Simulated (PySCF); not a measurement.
Does the structure fit the spectrum?

A compound C6H8 gives the data below (simulated from a calculation) and was assigned the structure `C1CC2=C1CC2`.

¹³C{¹H} NMR (computed): δ 148.9 (CH), 139.8 (CH), 40.8 (CH2), 28.2 (CH), 19.6 (CH2), 18.5 (CH).

¹H NMR (500 MHz, computed): δ 6.35 (m, 1H), 5.71 (m, 1H), 2.69 (m, 1H), 2.43 (m, 1H), 1.81 (m, 1H), 1.48 (m, 1H), 0.78 (m, 1H), -0.25 (m, 1H).

All values are calculated (PySCF 2.14.0 with density-fitted response routines): σ from GIAO-PBE0/pcSseg-2, PBE0-D3(BJ)/def2-TZVP structure. One computed conformer, no solvent, no relativistic terms.

Chemical shifts δ = σref − σ; ¹H, ¹³C against TMS, all at this level.

Problem. Compare with the shifts computed for the proposed structure, pairing carbons in order of shift.

Solution. Numbering as in the mapped SMILES `[CH2:1]1[CH2:2][C:3]2=[C:4]1[CH2:5][CH2:6]2`. Each H is labelled by its parent atom.

```tsv
atom	computed for proposal	given list	difference
C3	176.9	148.9	+28.0
C4	176.9	139.8	+37.1
C1	46.7	40.8	+5.9
C2	46.7	28.2	+18.5
C5	46.7	19.6	+27.1
C6	46.7	18.5	+28.2
```

The rms difference is 26.0 ppm and the largest +37.1 ppm at C4 (fully substituted alkene carbon). The proposal also would give 2 carbon signals, not 6. The carbon types in order of shift don't match either: C, C, CH2, CH2, CH2, CH2 for the proposal against CH, CH, CH2, CH, CH2, CH in the data. The proposal doesn't fit.

Problem. Which isomer fits?

Solution. Bicyclo[3.1.0]hex-2-ene.

Carbon types of the structure: 4 × CH, 2 × CH2, which accounts for all hydrogens. δC 148.9, 139.8: alkene CH; as expected for a trigonal carbon in a double bond. δC 28.2, 19.6, 18.5: three-membered-ring carbon; carbons of three-membered rings are unusually shielded. δH 6.35, 5.71: hydrogen on an alkene CH; olefinic region. δH 2.69, 2.43: hydrogen on an allylic sp3 CH2; allylic position.

Other isomers checked: C1=CCCC=C1 (rms 59.4 ppm).

This is the structure that produced the data.

Shifts are as computed. Against solution values, carbons near 30 ppm lie about +3 ppm off and those near 130 ppm about +9 ppm. Of 1211 compounds with measured shifts, 218 miss one by over three times the rms of a fit or turn the order of signals round; such compounds aren't used in these exercises. No couplings were computed; multiplicities are counted from neighbouring protons, with m where these are inequivalent, close in shift, in a saturated or five-membered ring or joined by F or P, and br s for small geminal =CH2 splittings.
